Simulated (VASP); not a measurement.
# FeO (Fm-3m) in VASP: a series of runs, part 3 of 3

VASP 6.6.1.

**4. Single point, PBE+U, collinear spin, random start**

This run uses another cell than the first one: it holds 2 atoms, not 4.

File INCAR:

```
SYSTEM = FeO
ALGO     = Normal         ! electronic algorithm
EDIFF    = 1E-7           ! SCF threshold, eV
ENCUT    = 520            ! plane-wave cutoff, eV
GGA      = PE             ! functional
ISIF     = 2              ! what is computed and relaxed
ISMEAR   = 0              ! smearing method
ISPIN    = 2              ! spin polarisation
LASPH    = .True.         ! aspherical terms in the spheres
LCHARG   = .True.         ! write CHGCAR
LDAU     = .True.         ! DFT+U
LDAUJ    = 0 0          
LDAUL    = 2 -1           ! shell
LDAUPRINT= 1            
LDAUTYPE = 2            
LDAUU    = 8 0            ! U, eV
LELF     = .True.         ! ELF
LMAXMIX  = 4              ! l up to which the mixer works
LORBIT   = 11             ! projections on sites
LREAL    = .False.        ! projectors in reciprocal space
LVHAR    = .True.       
LWAVE    = .False.        ! write WAVECAR
MAGMOM   = 2.6 0          ! initial moments
NELM     = 150            ! most SCF steps
PREC     = Accurate       ! precision mode
SIGMA    = 0.05           ! smearing width, eV
```

File KPOINTS:

```
k-points
0
Gamma
  8 8 8
  0 0 0
```

File POSCAR:

```
FeO
1.0
    0.0000000000      2.1554001600      2.1554001600
    2.1554001600      0.0000000000      2.1554001600
    2.1554001600      2.1554001600      0.0000000000
Fe O
1 1
Direct
    0.0000000000      0.0000000000      0.0000000000
    0.5000000000      0.5000000000      0.5000000000
```

Potentials or basis: VASP PAW PBE potentials, release 64 (Fe, O).

The run is started by

```sh
$ cat potpaw_PBE.64/Fe/POTCAR potpaw_PBE.64/O/POTCAR > POTCAR
$ mpirun -np 1 vasp_std > vasp.out
```

OUTCAR:

```text
SYSTEM = FeO
   EDIFF = 1E-7
   ENCUT = 520
   GGA = PE
   ISIF = 2
   ISMEAR = 0
   ISPIN = 2
   LASPH = .True.
   LORBIT = 11
   LREAL = .False.
   NELM = 150
   PREC = Accurate

 ion  position               nearest neighbor table
   1  0.000  0.000  0.000-   2 2.16   2 2.16   2 2.16   2 2.16   2 2.16   2 2.16
   2  0.500  0.500  0.500-   1 2.16   1 2.16   1 2.16   1 2.16   1 2.16   1 2.16

  LATTYP: Found a face centered cubic cell.
 ALAT       =     4.3108003200

  Lattice vectors:

 A1 = (   0.0000000000,   2.1554001600,   2.1554001600)
 A2 = (   2.1554001600,   0.0000000000,   2.1554001600)
 A3 = (   2.1554001600,   2.1554001600,   0.0000000000)

Analysis of symmetry for initial positions (statically):
=====================================================================
 Subroutine PRICEL returns:
 Original cell was already a primitive cell.

 Routine SETGRP: Setting up the symmetry group for a
 face centered cubic supercell.

 Subroutine GETGRP returns: Found 48 space group operations
 (whereof 48 operations were pure point group operations)
 out of a pool of 48 trial point group operations.

The static configuration has the point symmetry O_h .

Analysis of symmetry for dynamics (positions and initial velocities):
=====================================================================
 Subroutine PRICEL returns:
 Original cell was already a primitive cell.

 Routine SETGRP: Setting up the symmetry group for a
 face centered cubic supercell.

 Subroutine GETGRP returns: Found 48 space group operations
 (whereof 48 operations were pure point group operations)
 out of a pool of 48 trial point group operations.

The dynamic configuration has the point symmetry O_h .

Analysis of structural, dynamic, and magnetic symmetry:
=====================================================================
 Subroutine PRICEL returns:
 Original cell was already a primitive cell.

 Routine SETGRP: Setting up the symmetry group for a
 face centered cubic supercell.

 Subroutine GETGRP returns: Found 48 space group operations
 (whereof 48 operations were pure point group operations)
 out of a pool of 48 trial point group operations.

The overall configuration has the point symmetry O_h .

 Subroutine INISYM returns: Found 48 space group operations
 (whereof 48 operations are pure point group operations),
 and found     1 'primitive' translations

----------------------------------------------------------------------------------------

                                     Primitive cell

  volume of cell :      20.0269

  direct lattice vectors                    reciprocal lattice vectors
     0.000000000  2.155400160  2.155400160    -0.231975486  0.231975486  0.231975486
     2.155400160  0.000000000  2.155400160     0.231975486 -0.231975486  0.231975486
     2.155400160  2.155400160  0.000000000     0.231975486  0.231975486 -0.231975486

  length of vectors
[... 119 lines left out ...]
  energy-cutoff  :      520.00
  volume of cell :       20.03
 maximum number of plane-waves:       553
   NGX = 11   NGY = 11   NGZ = 11

atom =   1  type =  1  l = 2

 onsite density matrix

spin component  1

  0.9859 -0.0000 -0.0000 -0.0000 -0.0000
 -0.0000  0.9859 -0.0000 -0.0000 -0.0000
 -0.0000 -0.0000  1.0492  0.0000 -0.0000
 -0.0000 -0.0000  0.0000  0.9859 -0.0000
 -0.0000 -0.0000 -0.0000 -0.0000  1.0492

spin component  2

  0.3055  0.0000  0.0000  0.0000  0.0000
  0.0000  0.3055  0.0000 -0.0000  0.0000
  0.0000  0.0000  0.0805  0.0000  0.0000
  0.0000 -0.0000  0.0000  0.3055  0.0000
  0.0000  0.0000  0.0000  0.0000  0.0805

 occupancies and eigenvectors

  o =  0.0805  v =  0.0000  0.0000  0.0000  0.0000  0.0000 -0.0000 -0.0000  1.0000  0.0000 -0.0042      0.0000  0.0000  0.0000  0.0000  0.0000  0.0000  0.0000  0.0000  0.0000  0.0000
  o =  0.0805  v =  0.0000  0.0000  0.0000  0.0000  0.0000  0.0000  0.0000 -0.0042  0.0000 -1.0000      0.0000  0.0000  0.0000  0.0000  0.0000  0.0000  0.0000  0.0000  0.0000  0.0000
  o =  0.3055  v =  0.0000  0.0000  0.0000  0.0000  0.0000 -0.0031  0.9998  0.0000  0.0176  0.0000      0.0000  0.0000  0.0000  0.0000  0.0000  0.0000  0.0000  0.0000  0.0000  0.0000
  o =  0.3055  v =  0.0000  0.0000  0.0000  0.0000  0.0000  0.0050  0.0176  0.0000 -0.9998 -0.0000      0.0000  0.0000  0.0000  0.0000  0.0000  0.0000  0.0000  0.0000  0.0000  0.0000
  o =  0.3055  v =  0.0000  0.0000  0.0000  0.0000  0.0000  1.0000  0.0030  0.0000  0.0051  0.0000      0.0000  0.0000  0.0000  0.0000  0.0000  0.0000  0.0000  0.0000  0.0000  0.0000
  o =  0.9859  v =  0.0000 -0.1485 -0.0000 -0.9889 -0.0000  0.0000  0.0000  0.0000  0.0000  0.0000      0.0000  0.0000  0.0000  0.0000  0.0000  0.0000  0.0000  0.0000  0.0000  0.0000
  o =  0.9859  v =  1.0000  0.0000  0.0000  0.0000  0.0000  0.0000  0.0000  0.0000  0.0000  0.0000      0.0000  0.0000  0.0000  0.0000  0.0000  0.0000  0.0000  0.0000  0.0000  0.0000
  o =  0.9859  v =  0.0000 -0.9889 -0.0000  0.1485  0.0000  0.0000  0.0000  0.0000  0.0000  0.0000      0.0000  0.0000  0.0000  0.0000  0.0000  0.0000  0.0000  0.0000  0.0000  0.0000
  o =  1.0492  v =  0.0000 -0.0000 -0.0098  0.0000 -1.0000  0.0000  0.0000  0.0000  0.0000  0.0000      0.0000  0.0000  0.0000  0.0000  0.0000  0.0000  0.0000  0.0000  0.0000  0.0000
  o =  1.0492  v =  0.0000 -0.0000  1.0000 -0.0000 -0.0098  0.0000  0.0000  0.0000  0.0000  0.0000      0.0000  0.0000  0.0000  0.0000  0.0000  0.0000  0.0000  0.0000  0.0000  0.0000

 number of electron      13.9999999 magnetization       4.0038926

 Free energy of the ion-electron system (eV)
  ---------------------------------------------------
  ext. energy  EPLUGINS =         0.00000000
  ---------------------------------------------------
  free energy    TOTEN  =       -11.31777600 eV

  energy without entropy =      -11.31659673  energy(sigma->0) =      -11.31718636

 E-fermi :   7.2362     XC(G=0): -12.1455

 val. band max:        7.2083111190   @ k =  -0.3750   0.2500   0.0000
 cond. band min:       7.2901515615   @ k =   0.2500   0.1250   0.0000
 fundamental gap:      0.0818404425
 Fermi energy:         7.2361845606

 spin component 1

 k-point     1 :       0.0000    0.0000    0.0000
  band No.  band energies     occupation
      1     -14.1602      1.00000
      2      -2.3560      1.00000
      3      -2.3559      1.00000
      4      -1.8968      1.00000
      5      -1.8968      1.00000
      6      -1.8968      1.00000
      7       2.8126      1.00000
      8       2.8126      1.00000
      9       2.8126      1.00000
     10       6.4232      1.00000
     11      20.0306      0.00000
     12      20.0306      0.00000
[... 697 lines left out ...]
      1     -12.6144      1.00000
      2      -0.9455      1.00000
      3       0.9635      1.00000
      4       1.7117      1.00000
      5       7.3404      0.00161
      6       7.4093      0.00000
      7       7.8829      0.00000
      8      10.3687      0.00000
      9      11.0434      0.00000
     10      13.3973      0.00000
     11      15.4726      0.00000
     12      17.3744      0.00000

 [... further k-points ...]
[... 5 lines left out ...]
  --------------------------------------------------------------------------------------
  -------------------------------------------------------------------------------------
  Total       -0.3679163     -0.3679163     -0.3679163      0.0000000      0.0000000     -0.0000000
  in kB      -29.4337694    -29.4337694    -29.4337694      0.0000000      0.0000000     -0.0000000
  external PRESSURE =     -29.4337694 kB  Pullay stress =       0.0000000 kB

 VOLUME and BASIS-vectors are now :
 -----------------------------------------------------------------------------
  energy-cutoff  :      520.00
  volume of cell :       20.03
      direct lattice vectors                 reciprocal lattice vectors
     0.000000000  2.155400160  2.155400160    -0.231975486  0.231975486  0.231975486
     2.155400160  0.000000000  2.155400160     0.231975486 -0.231975486  0.231975486
     2.155400160  2.155400160  0.000000000     0.231975486  0.231975486 -0.231975486

 POSITION                                       TOTAL-FORCE (eV/Angst)
 -----------------------------------------------------------------------------------
      0.00000      0.00000      0.00000        -0.000000      0.000000      0.000000
      2.15540      2.15540      2.15540         0.000000      0.000000     -0.000000
 -----------------------------------------------------------------------------------
    total drift:                                0.000000     -0.000000      0.000000

  FREE ENERGIE OF THE ION-ELECTRON SYSTEM (eV)
  ---------------------------------------------------
  free  energy   TOTEN  =       -11.3177759981 eV

  energy  without entropy=      -11.3165967292  energy(sigma->0) =      -11.31718636

 total charge

# of ion       s       p       d       tot
------------------------------------------
    1        0.297   0.372   6.107   6.776
    2        1.550   3.472   0.000   5.022
--------------------------------------------------
tot          1.847   3.844   6.107  11.798

 magnetization (x)

# of ion       s       p       d       tot
------------------------------------------
    1        0.025   0.019   3.968   4.012
    2        0.013   0.104   0.000   0.116
--------------------------------------------------
tot          0.038   0.123   3.968   4.128
```

Wall time 12 s (1 thread of AMD EPYC 9R45 (Zen 5), shared host); peak memory 0.12 GiB.

What came out:

| Quantity | Value |
| --- | --- |
| Free energy | -11.3178 eV |
| Pressure | -2.9 GPa |
| Band gap on the k mesh | none (metal or under the smearing width) |
| Net moment | 4.00 μB per cell |
| Site moments | Fe +4.01; O +0.12 μB |
| Valence electrons inside the program's atomic spheres | Fe 6.78; O 5.02 |

Eigenvalues of the final occupation matrices:
| site | spin | trace | eigenvalues |
| --- | --- | --- | --- |
| site 1 d | 1 | 5.06 | 0.99 0.99 0.99 1.05 1.05 |
| site 1 d | 2 | 1.08 | 0.08 0.08 0.31 0.31 0.31 |

Caveat: a cell with one magnetic atom can't hold antiferromagnetic order, which such compounds often take. The state reached can hang on the start; a lower one may exist.

**5. Single point, PBE+U, collinear spin, ferromagnetic start**

This run uses another cell than the first one: it holds 2 atoms, not 4.

File INCAR:

```
  PREC = Accurate
  ENCUT = 520
  EDIFF = 1E-7
  ISMEAR = 0
  SIGMA = 0.05
  LREAL = False
  LASPH = True
  NELM = 120
  ALGO = Fast
  ISIF = 2
  LWAVE = False
  LCHARG = True
  ISPIN = 2
  MAGMOM = 3 0
  LORBIT = 11
  NUPDOWN = 0
  LMAXMIX = 4
  LDAU = True
  LDAUTYPE = 2
  LDAUL = 2 -1
  LDAUU = 8 0
  LDAUJ = 0 0
  LDAUPRINT = 1
  GGA = PE
  LELF = True
  LVHAR = True
  NBANDS = 18
```

File KPOINTS:

```
Automatic mesh
0
Gamma
  8 8 8
```

POSCAR is that of step 4.

The run is started by

```sh
$ cat potpaw_PBE.64/Fe/POTCAR potpaw_PBE.64/O/POTCAR > POTCAR
$ mpirun -np 1 vasp_std > vasp.out
```

It took 22 s on 1 thread of AMD EPYC 9R45 (Zen 5), shared host; peak memory 0.12 GiB.

The run converged. Its results:

```yaml
Free_energy: -10.4994 eV
Pressure: -13.1 GPa
Net_moment: 0.00 μB per cell
Valence_electrons_inside_the_program's_atomic_spheres: Fe 6.90; O 5.01
```

Eigenvalues of the final occupation matrices:
| site | spin | trace | eigenvalues |
| --- | --- | --- | --- |
| site 1 d | 1 | 3.15 | 0.10 0.10 0.98 0.98 0.98 |
| site 1 d | 2 | 3.15 | 0.10 0.10 0.98 0.98 0.98 |

Caveat: the moment is held away from its start; the starting moments collapsed, and a magnetic state may lie lower; the total moment is fixed, so each spin has its own Fermi level. The state reached can hang on the start; a lower one may exist.

**6. Against experiment**

Step 4. Measured gap of FeO: 2.4 eV (optical; quoted in “W\"ustite: Electric, thermodynamic and optical properties of FeO”, 2012, arxiv:1203.1201). This calculation gives 0.00 eV (-2.40 eV). So large a miss can be the level of theory's own, or it may mean another phase, state or a wrong row. The value is that of PBE+U on a finite k mesh, which can miss the band edges, without temperature or zero-point motion. The run's magnetic order (collinear spin, random start) needn't be the measured crystal's.
